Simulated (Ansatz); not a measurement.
# armchair graphene nanoribbon (N = 7, H edges): bands by functional and under strain, part 2 of 3

Aim: is the armchair graphene nanoribbon (N = 7, H edges) a metal or a semiconductor?

The experiment to be reproduced. Scanning tunnelling spectroscopy of long 7-armchair ribbons on Au(111) gives a gap of 2.3 eV (Talirz et al., ChemPhysChem (2019), arXiv:1910.01385).

Ansatz 0.2.0; DFT PBE, plane waves, PAW; relaxation of a wire's period (the session's first sound run).

So far. Step 2 (Relaxing the period): The cell's length comes to 4.300 Å with spin left out.

### Step 3. The wire at its relaxed period

This step: DFT PBE, plane waves, PAW; channels and complex bands of a perfect wire (Ansatz 0.2.0).

At the relaxed period the Bloch states of the perfect wire are found at each energy: those that move forward count the open channels, and those that decay describe how a disturbance dies away inside the wire itself. An energy step of 0.035 eV is under the 0.039 eV that the program asks for its thermal average at 300 K.

input.yaml

```yaml
crystal:
  lattice:
    - [16.232, 0.0, 0.0]
    - [0.0, 7.0, 0.0]
    - [0.0, 0.0, 4.2998217765]
  atoms:
    - { symbol: C, position: [0.273844157, 0.5, 0.007367024] }
    - { symbol: C, position: [0.423835607, 0.5, 0.999743312] }
    - { symbol: C, position: [0.576164393, 0.5, 0.999743312] }
    - { symbol: C, position: [0.726155843, 0.5, 0.007367024] }
    - { symbol: C, position: [0.273844157, 0.5, 0.325966309] }
    - { symbol: C, position: [0.423835607, 0.5, 0.333590021] }
    - { symbol: C, position: [0.576164393, 0.5, 0.333590021] }
    - { symbol: C, position: [0.726155843, 0.5, 0.325966309] }
    - { symbol: H, position: [0.214810741, 0.5, 0.445613399] }
    - { symbol: H, position: [0.785189259, 0.5, 0.445613399] }
    - { symbol: C, position: [0.348109847, 0.5, 0.499145217] }
    - { symbol: C, position: [0.5, 0.5, 0.501346876] }
    - { symbol: C, position: [0.651890153, 0.5, 0.499145217] }
    - { symbol: C, position: [0.348109847, 0.5, 0.834188117] }
    - { symbol: C, position: [0.5, 0.5, 0.831986457] }
    - { symbol: C, position: [0.651890153, 0.5, 0.834188117] }
    - { symbol: H, position: [0.214810741, 0.5, 0.887719934] }
    - { symbol: H, position: [0.785189259, 0.5, 0.887719934] }
kpoints:
  mp_grid: { grid: [1, 1, 19] }
  band_path: { path: ["Γ", Z], npoints: 50 }
scf:
  occupations: { method: fermi_dirac, width: 0.05 }
hamiltonian:
  xc: pbe
output:
  transmission:
    e_range: [-2, 2]
    de: 0.035
    kmesh: [1, 1]
    reduced_basis: true
    leads: [[0, 0]]
  dos: { e_range: [-5, 4] }
  write_potential: true
  write_density: true
  volumetric_format: npy
  elf: true
```

Launch:

```console
$ ansatz run input.yaml --threads 8 --pin off --max-ram 16384MiB --backend cpu --events-out ev --progress --plain --runs-dir out
```

Numbers of over 12 decimals in the logs are rounded to 6 here.

The program printed:

```text
[...]
Crystal: 18 atoms, lattice volume = 488.563 Å³
Basis set: ecut = 420 eV, 9567 PW (Γ)
Bands: 48, of which v1, the nominal top of the filled ones, is band 30 counted from 1 (29 counted from 0)
Symmetry: 8 space group operations
[...]
k-points: 10 of 19
[...]
SCF iter   1: F=—  HF=-3576.448000 eV  |F-HF|=—  |Δ(HF+E_count)|=         —  Δρ=2.52e-3  dr2=1.12e-1  ethr=1.77e-3  ⟨swp⟩=8.9  Hψ=2686  notcnv=0  defer=91
[...]
SCF iter   7: F=-3576.423958 eV  HF=-3576.423958 eV  |F-HF|=1.24e-7  |Δ(HF+E_count)|=   6.81e-7  Δρ=4.55e-6  dr2=5.67e-8  ethr=1.67e-10  ⟨swp⟩=22.6  Hψ=3613  notcnv=0
SCF 1 converged in 7 iterations: F = -3576.423958 eV  dr2 = 5.67e-8
[...]
NSCF: frozen V_eff on 51 k-points
transmission: 6 of 36 steps passed
transmission: 12 of 36 steps passed
[...]
transmission: 36 of 36 steps passed
WARN: The output density's exchange-correlation potential varies sharply where the density is thin. Do not read a vacuum level from v_tot or v_xc, or from such a field of the output density. On a cell that repeats whose density bears no net charge and no dipole along the vacuum's axis use v_es (v_loc + v_h of the components); under efield.dipole_correction with no amplitude use v_es + v_field, which holds any externa [...]
Second SCF, for the conductance: iteration 1, dr2 8.234e-8 eV
Second SCF, for the conductance: iteration 2, dr2 2.308e-8 eV
Second SCF, for the conductance: iteration 3, dr2 5.117e-9 eV
transmission: 6 of 36 steps passed
transmission: 12 of 36 steps passed
[...]
transmission: 36 of 36 steps passed
SCF converged after 7 iterations
Free energy (F): -3576.423958 eV
[...]
Internal energy: -3576.423958 eV  (E = F + TS)
E sigma→0 (E₀):  -3576.423958 eV
Entropy (-TS):   -0.000000 eV (-0.000 meV/atom)
Fermi energy:    -0.951166 eV
[...]
--- Band table (eV; the first three rows and the last of 10) ---
  k-point 0: bands = [... 26 lower, -3.7475, -2.9428, -1.9123, -1.7319, -0.1597, -0.0775, 0.6147, 1.7100, ... 14 higher]
  k-point 1: bands = [... 26 lower, -3.7396, -3.0511, -2.0608, -1.7986, -0.1067, 0.0765, 0.7436, 1.7316, ... 14 higher]
  k-point 2: bands = [... 26 lower, -3.7169, -3.3364, -2.4096, -1.9771, 0.0330, 0.4419, 1.0900, 1.7961, ... 14 higher]
  k-point 9: bands = [... 26 lower, -5.3421, -4.4324, -4.0328, -3.3855, 0.8960, 1.8281, 2.2265, 3.4251, ... 14 higher]
--- Transmission ---
  basis      : 1001 plane waves across, 6 finite elements along
  points     : 1, standing for a mesh of 1 x 1
  filling    : by a second SCF (3 iterations) under fermi_dirac of width 0.025852 eV on a mesh of 1 x 1 x 30, whose Fermi level is -0.947588 eV
  energies   : 115 from -2.000000 to 1.990000 eV about the Fermi level, 0.035000 eV apart; the leads are filled to 0.000000 eV, and channels, transmission and decay are at -0.005000 eV
  crystal 0  : C14H4, at the sites [0, 0], period 4.2998 Å: whole cells are its period
    offset         : up to 0.0000 Å between an atom of the period and one for which it stands
    filled         : 0.9 meV over the level at which it is neutral
    channels       : 0.000000e0 a spin
    conductance    : 8.7341e0 S/m² at 300 K; may be off by some 0.4 % by where its bands' edges are placed, 0.1 % from the distance to neutral
    slowest decay  : 0.1278 /Å at (0.0000, 0.0000)
```

Wall time 7.7 min (8 threads of Arm Neoverse N1, shared host); peak memory 2.4 GiB.

This step gave:

| Property | Result |
| --- | --- |
| channels at the energy nearest the Fermi level, one spin | 0 |
| conductance of the lead as this run defines it | 1.28e-13 G₀ |
| slowest decay in the lead at the energy nearest the Fermi level | 0.1278 Å⁻¹ |
| band gap | 1.572 eV |

The open channels of the lead, one spin by energy, zero at the Fermi level:

```csv
energy (eV),"open channels of the lead, one spin"
-2.000,3
-1.790,2
-1.615,2
-1.405,2
-1.195,2
-0.985,2
-0.810,1
-0.600,0
-0.390,0
-0.215,0
-0.005,0
0.205,0
0.415,0
0.590,0
0.800,1
1.010,2
1.185,2
1.395,2
1.605,3
1.815,3
```

The slowest values at each energy, most degenerate partners merged, listed up to 1.5 1/Å. Table of Im kz of the slowest decaying states by energy, zero at the Fermi level:

| energy (eV) | decay 1 (Å⁻¹) | decay 2 (Å⁻¹) | decay 3 (Å⁻¹) | decay 4 (Å⁻¹) |
| --- | --- | --- | --- | --- |
| -2.0000 | 0.389 | 0.402 | 0.411 | 0.482 |
| -1.7550 | 0.108 | 0.428 | 0.429 | 0.443 |
| -1.5100 | 0.146 | 0.444 | 0.449 | 0.475 |
| -1.2650 | 0.171 | 0.458 | 0.467 | 0.493 |
| -0.9850 | 0.189 | 0.471 | 0.484 | 0.504 |
| -0.7400 | 0.0614 | 0.0848 | 0.199 | 0.481 |
| -0.4950 | 0.112 | 0.145 | 0.204 | 0.489 |
| -0.2500 | 0.125 | 0.181 | 0.205 | 0.493 |
| -0.0050 | 0.128 | 0.198 | 0.479 | 0.502 |
| 0.2400 | 0.121 | 0.192 | 0.461 | 0.507 |
| 0.4850 | 0.104 | 0.159 | 0.185 | 0.437 |
| 0.7650 | 0.0480 | 0.0590 | 0.168 | 0.403 |
| 1.0100 | 0.145 | 0.364 | 0.514 | 0.532 |
| 1.2550 | 0.112 | 0.314 | 0.514 | 0.530 |
| 1.5000 | 0.0519 | 0.246 | 0.513 | 0.525 |
| 1.7450 | 0.132 | 0.514 | 0.517 | 0.520 |

The electronic bands at the labelled points (eV, zero at the Fermi level):

```
  point  band 27  band 28  band 29  band 30  band 31  band 32  band 33  band 34
      Γ    -2.80    -1.99    -0.96    -0.78     0.79     0.87     1.57     2.66
halfway    -3.54    -2.76    -2.55    -1.80     1.58     2.39     2.72     3.15
      Z    -4.49    -3.43    -3.14    -2.43     1.84     2.87     3.09     4.51
```

Valence density in the ca plane at fractional y = 0.500, with atoms of C and H within 0.2 Å of it. It is the smooth field of the valence electrons, not physical close to the nuclei.

Ten even steps from '_' (0.0 e/Å³) to '@' (1.9 e/Å³), each cell a mean:
```
____________________________
____________________________
____________________________
____________________________
..______..::--::______..----
**==--==**%%%%==..__..::##@@
@@@@@@@@@@@@##--..__..::**@@
**--::--++%%@@##**++++##@@@@
==::....--##@@@@%%##%%@@@@%%
%%##**##%%@@%%++::..::==##@@
%%##**##%%@@%%==::..::--##@@
==::....--##@@@@%%##%%%%@@%%
++--::::==%%@@%%**++**##@@@@
@@@@%%%%@@@@%%==......--**@@
##++====**@@@@**==----++%%@@
==......--**@@@@@@%%@@@@@@%%
##++++++##@@@@**==----++%%@@
@@@@@@@@@@@@##--..____::**@@
==::::::==##%%==..____--##%%
__________......________....
____________________________
____________________________
____________________________
____________________________
```
Columns run along c (4.3 Å), rows up along a (16.2 Å). Atoms in or near the plane, at fractional coordinates: C at (0.01, 0.27), C at (0.00, 0.42), C at (0.00, 0.58), C at (0.01, 0.73), C at (0.33, 0.27), C at (0.33, 0.42), C at (0.33, 0.58), C at (0.33, 0.73), H at (0.45, 0.21), H at (0.45, 0.79), C at (0.50, 0.35), C at (0.50, 0.50), C at (0.50, 0.65), C at (0.83, 0.35) and more.

ELF in the ca plane at fractional y = 0.500, with atoms of C and H within 0.2 Å of it. It is the smooth field of the valence electrons, not physical close to the nuclei.

Ten even steps from '_' (0.00 × 1e-1) to '@' (9.95 × 1e-1), each cell a mean:
```
____________________________
____________________________
____________..__________....
==______::**%%**..__..==####
%%--__::##@@@@@@**__--@@@@@@
##++++++**%%@@@@++__--%%@@@@
..++%%##::--**++::__..++**==
**==--==++%%##++++****++##%%
++::....==**++::++%%##--==**
==++##**==++##**--::::++##**
--++##**==++##**--::::++##**
++::..::++##++--++%%**--==##
**==----++%%##++++****==**%%
::++%%##::--**++::__..==**==
**++++++++##%%**======++%%%%
++::__..==**==..++@@##::--**
++++**++++##%%**======**%%%%
::++%%**::==##**::__..++##++
%%++--==##@@@@@@**__==@@@@@@
##::__..**@@@@@@++__--%%@@@@
::______..==**--..____::++++
____________________________
____________________________
____________________________
```
Columns run along c (4.3 Å), rows up along a (16.2 Å). Atoms in or near the plane, at fractional coordinates: C at (0.01, 0.27), C at (0.00, 0.42), C at (0.00, 0.58), C at (0.01, 0.73), C at (0.33, 0.27), C at (0.33, 0.42), C at (0.33, 0.58), C at (0.33, 0.73), H at (0.45, 0.21), H at (0.45, 0.79), C at (0.50, 0.35), C at (0.50, 0.50), C at (0.50, 0.65), C at (0.83, 0.35) and more.

Electrostatic potential energy in the ca plane at fractional y = 0.500, with atoms of C and H within 0.2 Å of it. With pseudopotentials it is smooth inside the atoms' cores, unlike the true potential.

Ten even steps from '0' (-72 eV) to '9' (2 eV), each cell a mean:
```
99999999999999
99999999999999
99999999999999
99999999999999
99999868999867
67876557999855
02630048999961
78887644686445
89998620374114
24753257899863
24752258899863
89998621375115
78987643576335
03640048999861
56875556788655
89998510264004
46875456788665
02640158999962
78988647999845
99999989999988
99999999999999
99999999999999
99999999999999
99999999999999
```
Columns run along c (4.3 Å; values clipped at the 3rd and 97th percentile), rows up along a (16.2 Å). Atoms in or near the plane, at fractional coordinates: C at (0.01, 0.27), C at (0.00, 0.42), C at (0.00, 0.58), C at (0.01, 0.73), C at (0.33, 0.27), C at (0.33, 0.42), C at (0.33, 0.58), C at (0.33, 0.73), H at (0.45, 0.21), H at (0.45, 0.79), C at (0.50, 0.35), C at (0.50, 0.50), C at (0.50, 0.65), C at (0.83, 0.35) and more.

By hand: a barrier of this wire, of length L, would pass T ∝ exp(−2κL) at this energy; with κ = 0.128 Å⁻¹ one decade takes ln 10 / (2κ) = 9.01 Å.

At the computed energy nearest the Fermi level there are 0 channels a spin, and the thermal average gives 1.3e-13 G₀; the gap is 1.57 eV.

### Step 4. Levels at the same atoms, level LDA, cutoff 420 eV

This step: DFT LDA, plane waves, PAW; bands of a perfect wire at the PBE geometry (Ansatz 0.2.0).

The atoms stay at the PBE geometry and the functional changes. At fixed atoms LDA and the gradient-corrected functionals usually give like bands; this run checks that. Against the first PBE run of this kind, the mesh along the wire has 14 points against 19.

input.yaml, as its differences from that of step 3:

```diff
@@ -25,3 +25,3 @@
 kpoints:
-  mp_grid: { grid: [1, 1, 19] }
+  mp_grid: { grid: [1, 1, 14] }
   band_path: { path: ["Γ", Z], npoints: 50 }
@@ -30,14 +30,2 @@
 hamiltonian:
-  xc: pbe
-output:
-  transmission:
-    e_range: [-2, 2]
-    de: 0.035
-    kmesh: [1, 1]
-    reduced_basis: true
-    leads: [[0, 0]]
-  dos: { e_range: [-5, 4] }
-  write_potential: true
-  write_density: true
-  volumetric_format: npy
-  elf: true
+  xc: lda
```

The program printed:

```text
[...]
Crystal: 18 atoms, lattice volume = 488.563 Å³
Basis set: ecut = 420 eV, 9567 PW (Γ)
Bands: 48, of which v1, the nominal top of the filled ones, is band 30 counted from 1 (29 counted from 0)
Symmetry: 8 space group operations
[...]
k-points: 8 of 14
[...]
SCF iter   1: F=—  HF=-3462.979742 eV  |F-HF|=—  |Δ(HF+E_count)|=         —  Δρ=4.50e-3  dr2=1.53e-1  ethr=1.77e-3  ⟨swp⟩=9.0  Hψ=2179  notcnv=0  defer=68
[...]
SCF iter   8: F=-3462.949093 eV  HF=-3462.949093 eV  |F-HF|=1.68e-9  |Δ(HF+E_count)|=   6.75e-9  Δρ=1.61e-6  dr2=1.54e-8  ethr=1.67e-10  ⟨swp⟩=23.1  Hψ=2587  notcnv=0
SCF 1 converged in 8 iterations: F = -3462.949093 eV  dr2 = 1.54e-8
[...]
SCF converged after 8 iterations
Free energy (F): -3462.949093 eV
[...]
Internal energy: -3462.949093 eV  (E = F + TS)
E sigma→0 (E₀):  -3462.949093 eV
Entropy (-TS):   -0.000000 eV (-0.000 meV/atom)
Fermi energy:    -1.202525 eV
[...]
--- Band table (eV; the first three rows and the last of 8) ---
  k-point 0: bands = [... 26 lower, -4.0006, -3.1844, -2.1558, -1.9814, -0.4117, -0.3368, 0.3311, 1.6873, ... 14 higher]
  k-point 1: bands = [... 26 lower, -3.9858, -3.3807, -2.4158, -2.0994, -0.3203, -0.0673, 0.5650, 1.7269, ... 14 higher]
  k-point 2: bands = [... 26 lower, -3.9446, -3.8559, -2.9581, -2.3960, -0.0961, 0.5031, 1.1509, 1.5512, ... 14 higher]
  k-point 7: bands = [... 26 lower, -5.6948, -4.6273, -4.3432, -3.6239, 0.5875, 1.6281, 1.8418, 3.5069, ... 14 higher]
```

Wall time 12 s (8 threads); peak memory 1.4 GiB; 89 s of CPU time.

Numbers from this step:

- band gap: 1.570 eV

The electronic bands at the labelled points (eV, zero at the Fermi level):

| point | band 27 | band 28 | band 29 | band 30 | band 31 | band 32 | band 33 | band 34 |
| --- | --- | --- | --- | --- | --- | --- | --- | --- |
| Γ | -2.80 | -1.98 | -0.95 | -0.78 | 0.79 | 0.87 | 1.53 | 2.89 |
| halfway | -3.54 | -2.76 | -2.55 | -1.79 | 1.56 | 2.36 | 2.71 | 3.37 |
| Z | -4.49 | -3.42 | -3.14 | -2.42 | 1.79 | 2.83 | 3.04 | 4.71 |

The gap is 1.57 eV, against 1.57 eV under PBE at the relaxed period.

### Step 5. Another level of theory, level PBEsol, cutoff 420 eV

This step: DFT PBEsol, plane waves, PAW; bands of a perfect wire at the PBE geometry (Ansatz 0.2.0).

The atoms stay at the PBE geometry and the functional changes. At fixed atoms LDA and the gradient-corrected functionals usually give like bands; this run checks that. Against the first PBE run of this kind, the mesh along the wire has 14 points against 19.

input.yaml, as its differences from that of step 4:

```diff
@@ -30,2 +30,2 @@
 hamiltonian:
-  xc: lda
+  xc: pbesol
```

The program printed:

```text
[...]
Crystal: 18 atoms, lattice volume = 488.563 Å³
Basis set: ecut = 420 eV, 9567 PW (Γ)
Bands: 48, of which v1, the nominal top of the filled ones, is band 30 counted from 1 (29 counted from 0)
Symmetry: 8 space group operations
[...]
k-points: 8 of 14
[...]
--- Band table (eV; the first three rows and the last of 8) ---
  k-point 0: bands = [... 26 lower, -3.8015, -2.9899, -1.9580, -1.7785, -0.2050, -0.1265, 0.5520, 1.7683, ... 14 higher]
  k-point 1: bands = [... 26 lower, -3.7869, -3.1858, -2.2181, -1.8979, -0.1111, 0.1438, 0.7861, 1.8080, ... 14 higher]
  k-point 2: bands = [... 26 lower, -3.7464, -3.6604, -2.7608, -2.1972, 0.1183, 0.7168, 1.3732, 1.7757, ... 14 higher]
  k-point 7: bands = [... 26 lower, -5.4993, -4.4337, -4.1473, -3.4302, 0.8237, 1.8565, 2.0876, 3.6130, ... 14 higher]
[key lines of the parts left out:]
SCF converged after 7 iterations
Free energy (F): -3515.692072 eV
Fermi energy:    -0.997385 eV
```

It took 12 s on 8 threads; peak memory 1.4 GiB.

The gap is 1.57 eV, against 1.57 eV under PBE at the relaxed period.

### Step 6. Another level of theory, level r2SCAN, cutoff 500 eV

This step: DFT r2SCAN, plane waves, PAW; bands of a perfect wire at the PBE geometry (Ansatz 0.2.0).

The atoms stay at the PBE geometry and the functional changes. r2SCAN also reads the kinetic-energy density; it often gives larger moments and wider gaps than PBE, at a higher cost. Against the first PBE run of this kind, the cutoff is 500 eV against 420 and the mesh along the wire has 14 points against 19.

input.yaml, as its differences from that of step 5:

```diff
@@ -30,2 +30,2 @@
 hamiltonian:
-  xc: pbesol
+  xc: r2scan
```

The program printed:

```text
[...]
Crystal: 18 atoms, lattice volume = 488.563 Å³
Basis set: ecut = 500 eV, 12373 PW (Γ), exchange–correlation on 480×216×128 points (64 copies of the dense FFT grid, shifted against one another)
Bands: 48, of which v1, the nominal top of the filled ones, is band 30 counted from 1 (29 counted from 0)
Symmetry: 8 space group operations
[...]
k-points: 8 of 14
[...]
--- Band table (eV; the first three rows and the last of 8) ---
  k-point 0: bands = [... 26 lower, -3.9402, -3.0854, -1.9898, -1.7961, -0.1196, -0.0261, 0.7138, 2.1999, ... 14 higher]
  k-point 1: bands = [... 26 lower, -3.9254, -3.2901, -2.2635, -1.9247, -0.0164, 0.2601, 0.9603, 2.1840, ... 14 higher]
  k-point 2: bands = [... 26 lower, -3.8843, -3.7873, -2.8356, -2.2448, 0.2349, 0.8701, 1.5814, 2.0007, ... 14 higher]
  k-point 7: bands = [... 26 lower, -5.7201, -4.6156, -4.3010, -3.5605, 1.0135, 2.1031, 2.3536, 4.0935, ... 14 higher]
[key lines of the parts left out:]
SCF converged after 8 iterations
Free energy (F): -3586.513928 eV
Fermi energy:    -0.962445 eV
```

Run time: 24 s. Hardware: 8 threads; peak memory 2.3 GiB; 3 min of CPU time.

Electronic bands along the path, in eV, zero at the Fermi level:

```
  point  band 27  band 28  band 29  band 30  band 31  band 32  band 33  band 34
      Γ    -2.98    -2.12    -1.03    -0.83     0.84     0.94     1.68     3.16
halfway    -3.76    -2.95    -2.71    -1.92     1.70     2.55     2.92     3.66
      Z    -4.76    -3.65    -3.34    -2.60     1.98     3.07     3.32     5.06
```

The gap is 1.68 eV, against 1.57 eV under PBE at the relaxed period.

### Step 7. Comparing the runs

Times are for 8 threads of Arm Neoverse N1, shared host. The series side by side:

| no. | level | band gap (eV) | time | memory (GiB) |
| --- | --- | --- | --- | --- |
| 1 | LDA | 1.570 | 12 s | 1.4 |
| 2 | PBEsol | 1.573 | 12 s | 1.4 |
| 3 | r2SCAN | 1.676 | 24 s | 2.3 |

[end of part 2 of 3]

[Logs are printed without paths, hosts, clocks, repeated set-up lines and the standing remarks that a program may print on its own settings, such as how far it seeks lower states.]

[Hosts, paths, dates, database ids (printed as entryN), source tags and the programs' standing remarks are cut or masked in the printed files.]
